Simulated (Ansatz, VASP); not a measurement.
I: VASP beside Ansatz

```
I
1.0
     0.00000    2.65260    2.60059
     2.65260    0.00000    2.60059
     2.65260    2.65260    0.00000
I
1
Direct
  0.00000 0.00000 0.00000
```

Change from the starting cell: x and y stretched by +2 %, z held, PAW files.

Alike in both runs: task electric field gradients; functional PBE; k mesh 14 × 14 × 14; occupations fermi-dirac, width 0.08 eV; no spin polarisation.

```csv
,VASP,Ansatz
version,VASP 6.6.1,Ansatz 0.2.0
potentials or method,"VASP PAW PBE potentials, release 64 (I)","PAW with Ansatz's default frozen-core files, scalar-relativistic"
plane-wave cutoff (eV),520,420
valence electrons in the cell,7,17
```

Ansatz gave:

```
pressure (GPa)                                                 : -0.8
largest component of the traceless stress (GPa)                : 0.29
Vzz of the field gradient on the site that differs most (V/Å²) : 39.5
```

Task: Estimate VASP's values.

Result: Pressure (GPa): -0.8; largest component of the traceless stress (GPa): 0.29; Vzz of the field gradient on the site that differs most (V/Å²): 38.7.

With one functional, cell and mesh, what is left measures potentials, basis and numerics. The two sets of potentials don't hold the same shells in valence. Ansatz warned: «gradients_without_spin_orbit».

Caveats: an odd number of electrons without spin polarisation forces a metal; a magnetic or distorted state may lie lower. Spin-orbit coupling is left out, which matters for the levels of I.
